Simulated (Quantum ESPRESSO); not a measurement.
The system is ZrC.

```
CELL_PARAMETERS angstrom
0.00000 2.36500 2.36500
2.36500 0.00000 2.36500
2.36500 2.36500 0.00000
ATOMIC_POSITIONS crystal
Zr 0.50000 0.50000 0.50000
C 0.00000 0.00000 0.00000
```

A run of Quantum ESPRESSO 7.5 on this cell left the log below. Logs are shortened: lines on timing, memory, paths and dates and some standing lists are left out, and cuts for length are marked.

```text
This program is part of the open-source Quantum ESPRESSO suite
     for quantum simulation of materials; please cite
         "P. Giannozzi et al., J. Phys.:Condens. Matter 21 395502 (2009);
         "P. Giannozzi et al., J. Phys.:Condens. Matter 29 465901 (2017);
         "P. Giannozzi et al., J. Chem. Phys. 152 154105 (2020);
     in publications or presentations arising from this work. More details at

     Message from routine setup:
     using ibrav=0 with symmetry is DISCOURAGED, use correct ibrav instead

     G-vector sticks info
     --------------------
     sticks:   dense  smooth     PW     G-vecs:    dense   smooth      PW
     Sum         913     913    271                17933    17933    2975

     Using Slab Decomposition

     bravais-lattice index     =            0
     lattice parameter (alat)  =       6.3204  a.u.
     unit-cell volume          =     178.5336 (a.u.)^3
     number of atoms/cell      =            2
     number of atomic types    =            2
     number of electrons       =        16.00
     number of Kohn-Sham states=           14
     kinetic-energy cutoff     =      82.0000  Ry
     charge density cutoff     =     328.0000  Ry
     scf convergence threshold =      4.0E-10
     mixing beta               =       0.5000
     number of iterations used =            8  plain     mixing
     energy convergence thresh.=      1.0E-05
     force convergence thresh. =      4.0E-04
     press convergence thresh. =      3.0E-01
     Exchange-correlation= PBE
                           (   1   4   3   4   0   0   0)
     nstep                     =           40

     celldm(1)=   6.320406  celldm(2)=   0.000000  celldm(3)=   0.000000
     celldm(4)=   0.000000  celldm(5)=   0.000000  celldm(6)=   0.000000

     crystal axes: (cart. coord. in units of alat)
               a(1) = (   0.000000   0.707107   0.707107 )
               a(2) = (   0.707107   0.000000   0.707107 )
               a(3) = (   0.707107   0.707107   0.000000 )

     reciprocal axes: (cart. coord. in units 2 pi/alat)
               b(1) = ( -0.707107  0.707107  0.707107 )
               b(2) = (  0.707107 -0.707107  0.707107 )
               b(3) = (  0.707107  0.707107 -0.707107 )

     PseudoPot. # 1 for Zr read from file:
     Zr.upf
     Pseudo is Norm-conserving + core correction, Zval = 12.0
     Generated using ONCVPSP code by D. R. Hamann
[... 1162 lines left out ...]
               a(1) = (  -0.000000   0.704071   0.704071 )
               a(2) = (   0.704071  -0.000000   0.704071 )
               a(3) = (   0.704071   0.704071  -0.000000 )

     reciprocal axes: (cart. coord. in units 2 pi/alat)
               b(1) = ( -0.710156  0.710156  0.710156 )
               b(2) = (  0.710156 -0.710156  0.710156 )
               b(3) = (  0.710156  0.710156 -0.710156 )

     PseudoPot. # 1 for Zr read from file:
     Zr.upf
     Pseudo is Norm-conserving + core correction, Zval = 12.0
     Generated using ONCVPSP code by D. R. Hamann
     Using radial grid of 1622 points,  6 beta functions with:
                l(1) =   0
                l(2) =   0
                l(3) =   1
                l(4) =   1
                l(5) =   2
                l(6) =   2

     PseudoPot. # 2 for C  read from file:
     C.upf
     Pseudo is Norm-conserving + core correction, Zval =  4.0
     Generated using ONCVPSP code by D. R. Hamann
     Using radial grid of 1248 points,  4 beta functions with:
                l(1) =   0
                l(2) =   0
                l(3) =   1
                l(4) =   1

     atomic species   valence    mass     pseudopotential
     Zr               12.00    91.22400     Zr( 1.00)
     C                 4.00    12.01100     C ( 1.00)

     48 Sym. Ops., with inversion, found

   Cartesian axes

     site n.     atom                  positions (alat units)
         1        Zr     tau(   1) = (   0.7040710   0.7040710   0.7040710  )
         2        C      tau(   2) = (  -0.0000000  -0.0000000   0.0000000  )

     number of k points=    47  Fermi-Dirac smearing, width (Ry)=  0.0037
                       cart. coord. in units 2pi/alat
        k(    1) = (   0.0000000   0.0000000   0.0000000), wk =   0.0020000
        k(    2) = (   0.0710156   0.0710156  -0.0710156), wk =   0.0160000
        k(    3) = (   0.1420311   0.1420311  -0.1420311), wk =   0.0160000
        k(    4) = (   0.2130467   0.2130467  -0.2130467), wk =   0.0160000
        k(    5) = (   0.2840623   0.2840623  -0.2840623), wk =   0.0160000
        k(    6) = (  -0.3550778  -0.3550778   0.3550778), wk =   0.0080000
[... 39 lines left out ...]
        k(   46) = (  -0.0710156  -0.3550778   0.6391401), wk =   0.0480000
        k(   47) = (  -0.7101557   0.2840623   0.0000000), wk =   0.0240000

     Dense  grid:    17573 G-vectors     FFT dimensions: (  40,  40,  40)

     Initial potential from superposition of free atoms

     starting charge      15.9976, renormalised to      16.0000
     Starting wfcs are   14 randomized atomic wfcs

     Self-consistent Calculation

     iteration #  1     ecut=    82.00 Ry     beta= 0.50
     Davidson diagonalization with overlap
     c_bands:  1 eigenvalues not converged
     c_bands:  1 eigenvalues not converged
     ethr =  1.00E-06,  avg # of iterations = 13.1

     total energy              =    -113.17827449 Ry
     estimated scf accuracy    <       0.60741043 Ry

     iteration #  2     ecut=    82.00 Ry     beta= 0.50
     Davidson diagonalization with overlap
     ethr =  3.80E-03,  avg # of iterations =  2.0
[... 339 lines left out ...]
          total   stress  (Ry/bohr**3)                   (kbar)     P=       -0.16
  -0.00000110  -0.00000000  -0.00000000           -0.16       -0.00       -0.00
  -0.00000000  -0.00000110  -0.00000000           -0.00       -0.16       -0.00
  -0.00000000  -0.00000000  -0.00000110           -0.00       -0.00       -0.16

=------------------------------------------------------------------------------=
   JOB DONE.
=------------------------------------------------------------------------------=
```

Q: What input gives this log?

A: Relaxation of cell and atoms with PBE, no spin polarisation. The files as run (others can give the same):

pw.in
```
&CONTROL
  calculation = 'vc-relax'
  prefix = 'pwscf'
  outdir = './tmp'
  pseudo_dir = './pseudo'
  tprnfor = .true.
  tstress = .true.
  disk_io = 'low'
  nstep = 40
  forc_conv_thr = 0.0004
  etot_conv_thr = 1d-05
/
&SYSTEM
  ibrav = 0
  nat = 2
  ntyp = 2
  ecutwfc = 82
  nbnd = 14
  occupations = 'smearing'
  smearing = 'fd'
  degauss = 0.00367493
/
&ELECTRONS
  conv_thr = 4d-10
  electron_maxstep = 120
  mixing_beta = 0.5
/
&IONS
  ion_dynamics = 'bfgs'
/
&CELL
  cell_dynamics = 'bfgs'
  press = 0
  press_conv_thr = 0.3
/
ATOMIC_SPECIES
Zr    91.2240 Zr.upf
C     12.0110 C.upf
CELL_PARAMETERS angstrom
   0.0000000000    2.3650000000    2.3650000000
   2.3650000000    0.0000000000    2.3650000000
   2.3650000000    2.3650000000    0.0000000000
ATOMIC_POSITIONS angstrom
Zr     2.3650000000    2.3650000000    2.3650000000
C      0.0000000000    0.0000000000    0.0000000000
K_POINTS automatic
10 10 10 0 0 0
```

Potentials or basis: PseudoDojo 0.5 SR PBE standard.
Run with:
```sh
$ OMP_NUM_THREADS=1 pw.x -in pw.in > pw.out
```
